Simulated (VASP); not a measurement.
# CdS (F-43m) in VASP: relaxation of cell and atoms with r2SCAN

Aim: the relaxation of cell and atoms of CdS with r2SCAN.

Program: VASP 6.6.1. These are calculated values, not measurements. Logs are shortened: lines on timing, memory, paths and dates and some standing lists are left out, and cuts for length are marked.

## 1. The structure

It takes space group F-43m (No. 216, cubic). Conventional cell: a = 5.833 Å, b = 5.833 Å, c = 5.833 Å, α = 90.00°, β = 90.00°, γ = 90.00°. Cd (site symmetry -43m) has 4 S at 2.53 Å as nearest neighbours. S (site symmetry -43m) has 4 Cd at 2.53 Å as nearest neighbours.

## 2. Relaxation of cell and atoms, r2SCAN

Contents of INCAR:

```
PREC = Accurate ; ENCUT = 600
EDIFF = 1E-7 ; ISMEAR = 0
SIGMA = 0.02 ; LREAL = F
LASPH = T ; NELM = 80
ALGO = Normal ; ISIF = 3
LWAVE = F ; LCHARG = F
METAGGA = R2SCAN ; LMIXTAU = T
IBRION = 2 ; NSW = 80
EDIFFG = -0.004
```

Contents of KPOINTS:

```
Automatic mesh
0
Gamma
  8 8 8
```

Contents of POSCAR:

```
CdS
1.0
    0.0000000000      2.9165000000      2.9165000000
    2.9165000000      0.0000000000      2.9165000000
    2.9165000000      2.9165000000      0.0000000000
Cd S
1 1
Direct
    0.0000000000      0.0000000000      0.0000000000
    0.2500000000      0.2500000000      0.2500000000
```

Potentials or basis: VASP PAW PBE potentials, release 64 (Cd, S).

Launch:

```sh
$ cat potpaw_PBE.64/Cd/POTCAR potpaw_PBE.64/S/POTCAR > POTCAR
$ mpirun -np 1 vasp_std > vasp.out
```

OUTCAR:

```text
PREC = Accurate
   ENCUT = 600
   EDIFF = 1E-7
   ISMEAR = 0
   LREAL = F
   LASPH = T
   NELM = 80
   ISIF = 3
   METAGGA = R2SCAN
   IBRION = 2
   NSW = 80
   EDIFFG = -0.004

 ion  position               nearest neighbor table
   1  0.000  0.000  0.000-   2 2.53   2 2.53   2 2.53   2 2.53
   2  0.250  0.250  0.250-   1 2.53   1 2.53   1 2.53   1 2.53

  LATTYP: Found a face centered cubic cell.
 ALAT       =     5.8330000000

  Lattice vectors:

 A1 = (   0.0000000000,   2.9165000000,   2.9165000000)
 A2 = (   2.9165000000,   0.0000000000,   2.9165000000)
 A3 = (   2.9165000000,   2.9165000000,   0.0000000000)

Analysis of symmetry for initial positions (statically):
=====================================================================
 Subroutine PRICEL returns:
 Original cell was already a primitive cell.

 Routine SETGRP: Setting up the symmetry group for a
 face centered cubic supercell.

 Subroutine GETGRP returns: Found 24 space group operations
 (whereof 24 operations were pure point group operations)
 out of a pool of 48 trial point group operations.

The static configuration has the point symmetry T_d .

Analysis of symmetry for dynamics (positions and initial velocities):
=====================================================================
 Subroutine PRICEL returns:
 Original cell was already a primitive cell.

 Routine SETGRP: Setting up the symmetry group for a
 face centered cubic supercell.

 Subroutine GETGRP returns: Found 24 space group operations
 (whereof 24 operations were pure point group operations)
 out of a pool of 48 trial point group operations.

The dynamic configuration has the point symmetry T_d .

 Subroutine INISYM returns: Found 24 space group operations
 (whereof 24 operations are pure point group operations),
 and found     1 'primitive' translations

----------------------------------------------------------------------------------------

                                     Primitive cell

  volume of cell :      49.6153

  direct lattice vectors                    reciprocal lattice vectors
     0.000000000  2.916500000  2.916500000    -0.171438368  0.171438368  0.171438368
     2.916500000  0.000000000  2.916500000     0.171438368 -0.171438368  0.171438368
     2.916500000  2.916500000  0.000000000     0.171438368  0.171438368 -0.171438368

  length of vectors
     4.124553855  4.124553855  4.124553855     0.296939964  0.296939964  0.296939964

  position of ions in fractional coordinates (direct lattice)
     0.000000000  0.000000000  0.000000000
     0.250000000  0.250000000  0.250000000

  ion indices of the primitive-cell ions
   primitive index   ion index
                 1           1
                 2           2

----------------------------------------------------------------------------------------

 KPOINTS: Automatic mesh

Automatic generation of k-mesh.
 Grid dimensions read from file:
 generate k-points for:    8    8    8

 Generating k-lattice:

  Cartesian coordinates                     Fractional coordinates (reciprocal lattice)
    -0.021429796  0.021429796  0.021429796     0.125000000  0.000000000  0.000000000
     0.021429796 -0.021429796  0.021429796     0.000000000  0.125000000  0.000000000
     0.021429796  0.021429796 -0.021429796     0.000000000  0.000000000  0.125000000

  Length of vectors
     0.037117495  0.037117495  0.037117495

  Shift w.r.t. Gamma in fractional coordinates (k-lattice)
     0.000000000  0.000000000  0.000000000

 Subroutine IBZKPT returns following result:
 ===========================================

 Found     29 irreducible k-points:

 Following reciprocal coordinates:
            Coordinates               Weight
  0.000000  0.000000  0.000000      1.000000
  0.125000  0.000000  0.000000      8.000000
  0.250000  0.000000  0.000000      8.000000
  0.375000  0.000000  0.000000      8.000000
  0.500000  0.000000  0.000000      4.000000
  0.125000  0.125000  0.000000      6.000000
[... 16 lines left out ...]
  0.500000  0.250000  0.125000     48.000000
 -0.375000  0.250000  0.125000     24.000000
 [... further k-points ...]
   k-points           NKPTS =     29   k-points in BZ     NKDIM =     29   number of bands    NBANDS=     13
   number of dos      NEDOS =    301   number of ions     NIONS =      2
   total plane-waves  NPLWV =  46656
   dimension x,y,z NGX =    36 NGY =   36 NGZ =   36
   dimension x,y,z NGXF=    72 NGYF=   72 NGZF=   72
   ions per type =               1   1
   NGX,Y,Z   is equivalent  to a cutoff of  14.51, 14.51, 14.51 a.u.
   NGXF,Y,Z  is equivalent  to a cutoff of  29.02, 29.02, 29.02 a.u.
 SYSTEM =  unknown system
   PREC   = accura    normal or accurate (medium, high low for compatibility)
   ISTART =      0    job   : 0-new  1-cont  2-samecut
   ICHARG =      2    charge: 1-file 2-atom 10-const
   ISPIN  =      1    spin polarized calculation?
   LNONCOLLINEAR =      F non collinear calculations
   LSORBIT =      F    spin-orbit coupling
   LASPH  =      T    aspherical Exc in radial PAW
   ENCUT  =  600.0 eV  44.10 Ry    6.64 a.u.   8.24  8.24  8.24*2*pi/ulx,y,z
   NELM   =     80;   NELMIN=  2; NELMDL= -5     # of ELM steps
   EDIFF  = 0.1E-06   stopping-criterion for ELM
   LREAL  =      F    real-space projection
   EDIFFG = -.4E-02   stopping-criterion for IOM
   NSW    =     80    number of steps for IOM
   IBRION =      2    ionic relax: 0-MD 1-quasi-New 2-CG
   NFREE  =      1    steps in history (QN), initial steepest desc. (CG)
   ISIF   =      3    stress and relaxation
   ISYM   =      2    0-nonsym 1-usesym 2-fastsym
   POTIM  = 0.5000    time-step for ionic-motion
   TEBEG  =    0.0;   TEEND  =   0.0 temperature during run
   PSTRESS=    0.0 pullay stress
   NELECT =      18.0000    total number of electrons
   NUPDOWN=      -1.0000    fix difference up-down
   EMIN   =  10.00;   EMAX   =-10.00  energy-range for DOS
   EFERMI =   0.00;   METHOD = LEGACY
   ISMEAR =     0;   SIGMA  =   0.02  broadening in eV -4-tet -1-fermi 0-gaus
   EFERMI_NEDOS =   21; number of points for ismear=-14 and -15
   IALGO  =     38    algorithm
   IMIX   =      4    mixing-type and parameters
     AMIX     =   0.40;   BMIX     =  1.00
     AMIX_MAG =   1.60;   BMIX_MAG =  1.00
  volume/ion in A,a.u.               =      24.81       167.41
  Fermi-wavevector in a.u.,A,eV,Ry     =   1.167599  2.206442 18.548649  1.363287
  Thomas-Fermi vector in A             =   2.304097
   LORBIT       =      0    0 simple, 1 ext, 2 COOP (PROOUT), +10 PAW based schemes
   METAGGA = R2SCAN    functional components
   LHFCALC =     F    Hartree Fock is set to
   AEXX    =    0.0000 exact exchange contribution
   IVDW    =     0    specifies the selected vdW correction
   LEPSILON=     F    determine dielectric tensor
   LRPA    =     F    only Hartree local field effects (RPA)
 conjugate gradient relaxation of ions
 non-spin polarized calculation
 Gauss-broadening in eV      SIGMA  =   0.02
  energy-cutoff  :      600.00
  volume of cell :       49.62
 maximum number of plane-waves:      1676
 NGX is ok and might be reduce to    36
   NGX = 17   NGY = 17   NGZ = 17

--------------------------------------- Ionic step        1  -------------------------------------------

 number of electron      17.9999999 magnetization

 Free energy of the ion-electron system (eV)
  ---------------------------------------------------
  ext. energy  EPLUGINS =         0.00000000
  ---------------------------------------------------
  free energy    TOTEN  =       -29.67850419 eV

  energy without entropy =      -29.67850419  energy(sigma->0) =      -29.67850419

------------------------ aborting loop because EDIFF is reached ----------------------------------------

  FORCE on cell =-STRESS in cart. coord.  units (eV):
  Direction    XX          YY          ZZ          XY          YZ          ZX
  --------------------------------------------------------------------------------------
  -------------------------------------------------------------------------------------
  Total        0.5456699      0.5456699      0.5456699      0.0000000     -0.0000000     -0.0000000
  in kB       17.6207589     17.6207589     17.6207589      0.0000000     -0.0000000     -0.0000000
  external PRESSURE =      17.6207589 kB  Pullay stress =       0.0000000 kB

 VOLUME and BASIS-vectors are now :
 -----------------------------------------------------------------------------
  energy-cutoff  :      600.00
  volume of cell :       49.62
      direct lattice vectors                 reciprocal lattice vectors
     0.000000000  2.916500000  2.916500000    -0.171438368  0.171438368  0.171438368
     2.916500000  0.000000000  2.916500000     0.171438368 -0.171438368  0.171438368
     2.916500000  2.916500000  0.000000000     0.171438368  0.171438368 -0.171438368
[... 37 lines left out ...]
 POSITION                                       TOTAL-FORCE (eV/Angst)
 -----------------------------------------------------------------------------------
      5.90978      5.90978      5.90978        -0.000000     -0.000000      0.000000
      1.47744      1.47744      1.47744         0.000000      0.000000     -0.000000
 -----------------------------------------------------------------------------------
    total drift:                               -0.000000     -0.000000     -0.000000

  FREE ENERGIE OF THE ION-ELECTRON SYSTEM (eV)
  ---------------------------------------------------
  free  energy   TOTEN  =       -29.6844895495 eV

  energy  without entropy=      -29.6844895495  energy(sigma->0) =      -29.68448955

--------------------------------------- Ionic step        3  -------------------------------------------

 number of electron      17.9999999 magnetization

 Free energy of the ion-electron system (eV)
  ---------------------------------------------------
  ext. energy  EPLUGINS =         0.00000000
  ---------------------------------------------------
  free energy    TOTEN  =       -29.68584623 eV

  energy without entropy =      -29.68584623  energy(sigma->0) =      -29.68584623

 E-fermi :   0.9607     XC(G=0):  -9.5994

 val. band max:        0.8191489779   @ k =   0.0000   0.0000   0.0000
 cond. band min:       2.3480548037   @ k =   0.0000   0.0000   0.0000
 fundamental gap:      1.5289058258
 Fermi energy:         0.9606720726

 k-point     1 :       0.0000    0.0000    0.0000
  band No.  band energies     occupation
      1     -11.8878      2.00000
      2      -7.0539      2.00000
      3      -7.0539      2.00000
      4      -7.0539      2.00000
      5      -6.5791      2.00000
      6      -6.5791      2.00000
      7       0.8191      2.00000
      8       0.8191      2.00000
      9       0.8191      2.00000
     10       2.3481      0.00000
     11       7.8988      0.00000
     12       7.8988      0.00000
     13       7.8988      0.00000

 k-point     2 :       0.1250    0.0000    0.0000
  band No.  band energies     occupation
      1     -11.8289      2.00000
      2      -7.0320      2.00000
      3      -7.0320      2.00000
      4      -6.9971      2.00000
      5      -6.5799      2.00000
      6      -6.5799      2.00000
      7      -0.1434      2.00000
      8       0.7017      2.00000
      9       0.7017      2.00000
     10       3.1437      0.00000
     11       7.5962      0.00000
[... 339 lines left out ...]
 k-point    24 :      -0.3750    0.2500    0.1250
  band No.  band energies     occupation
      1     -11.4226      2.00000
      2      -6.8883      2.00000
      3      -6.8552      2.00000
      4      -6.6022      2.00000
      5      -6.5536      2.00000
      6      -6.1093      2.00000
      7      -3.1868      2.00000
      8      -1.0588      2.00000
      9      -0.3647      2.00000
     10       5.6080      0.00000
     11       6.9812      0.00000
     12       8.5020      0.00000
     13       9.6427      0.00000

 [... further k-points ...]

------------------------ aborting loop because EDIFF is reached ----------------------------------------

  FORCE on cell =-STRESS in cart. coord.  units (eV):
  Direction    XX          YY          ZZ          XY          YZ          ZX
  --------------------------------------------------------------------------------------
  -------------------------------------------------------------------------------------
  Total        0.0011380      0.0011380      0.0011380     -0.0000000      0.0000000      0.0000000
  in kB        0.0357613      0.0357613      0.0357613     -0.0000000      0.0000000      0.0000000
  external PRESSURE =       0.0357613 kB  Pullay stress =       0.0000000 kB

 VOLUME and BASIS-vectors are now :
 -----------------------------------------------------------------------------
  energy-cutoff  :      600.00
  volume of cell :       50.99
      direct lattice vectors                 reciprocal lattice vectors
     0.000000000  2.943126261  2.943126261    -0.169887377  0.169887377  0.169887377
     2.943126261 -0.000000000  2.943126261     0.169887377 -0.169887377  0.169887377
     2.943126261  2.943126261  0.000000000     0.169887377  0.169887377 -0.169887377

 POSITION                                       TOTAL-FORCE (eV/Angst)
 -----------------------------------------------------------------------------------
      0.00000      0.00000      0.00000        -0.000000      0.000000      0.000000
      1.47156      1.47156      1.47156         0.000000     -0.000000     -0.000000
 -----------------------------------------------------------------------------------
    total drift:                                0.000000      0.000000      0.000000

  FREE ENERGIE OF THE ION-ELECTRON SYSTEM (eV)
  ---------------------------------------------------
  free  energy   TOTEN  =       -29.6858462312 eV

  energy  without entropy=      -29.6858462312  energy(sigma->0) =      -29.68584623

 reached required accuracy - stopping structural energy minimisation
```

Run time: 2.8 min. Hardware: 1 thread of Intel Xeon Platinum 8488C (Sapphire Rapids), shared host; peak memory 0.23 GiB.

Results:

```yaml
Free_energy: -29.6858 eV
Relaxed_volume: 25.49 Å³/atom
Relaxed_cell: a = 4.162 Å, b = 4.162 Å, c = 4.162 Å, α = 60.00°, β = 60.00°, γ = 60.00°
Space_group_after_relaxing_to_0.05_Å: F-43m (No. 216)
Energy_gained_by_relaxing: 3.7 meV/atom
Ionic_steps: 3
Pressure_after_relaxing: 0.0 GPa
Band_gap_on_the_k_mesh: 1.53 eV, direct
```

Step by step:
| step | energy change (eV) | largest force (eV/Å) | pressure (GPa) | volume (Å³) |
| --- | --- | --- | --- | --- |
| 1 | 0.0000 | 0.0000 | 1.76 | 49.62 |
| 2 | -0.0060 | 0.0000 | -0.70 | 51.60 |
| 3 | -0.0073 | 0.0000 | 0.00 | 50.99 |

Final structure:
```cif
data_structure
_symmetry_space_group_name_H-M 'P 1'
_symmetry_Int_Tables_number 1
_cell_length_a 4.1622
_cell_length_b 4.1622
_cell_length_c 4.1622
_cell_angle_alpha 60.000
_cell_angle_beta 60.000
_cell_angle_gamma 60.000
_cell_volume 50.99
loop_
_atom_site_label
_atom_site_type_symbol
_atom_site_fract_x
_atom_site_fract_y
_atom_site_fract_z
_atom_site_occupancy
Cd1 Cd 0.00000 0.00000 0.00000 1
S1 S 0.25000 0.25000 0.25000 1
```

Levels at points of the mesh, in eV from the valence-band top:
```tsv
k point	band 7	band 8	band 9	band 10	band 11	band 12
(0.00, 0.00, 0.00)	0.00	0.00	0.00	1.53	7.08	7.08
(0.50, 0.00, 0.00)	-4.30	-0.73	-0.73	3.43	7.48	7.48
(0.50, 0.50, 0.00)	-3.86	-1.83	-1.83	3.88	4.72	9.67
```

Caveat: the PAW data sets were made with another functional, which shifts forces and pressure a little. r2SCAN opens gaps a little over a GGA but as a rule still falls short of measured ones.
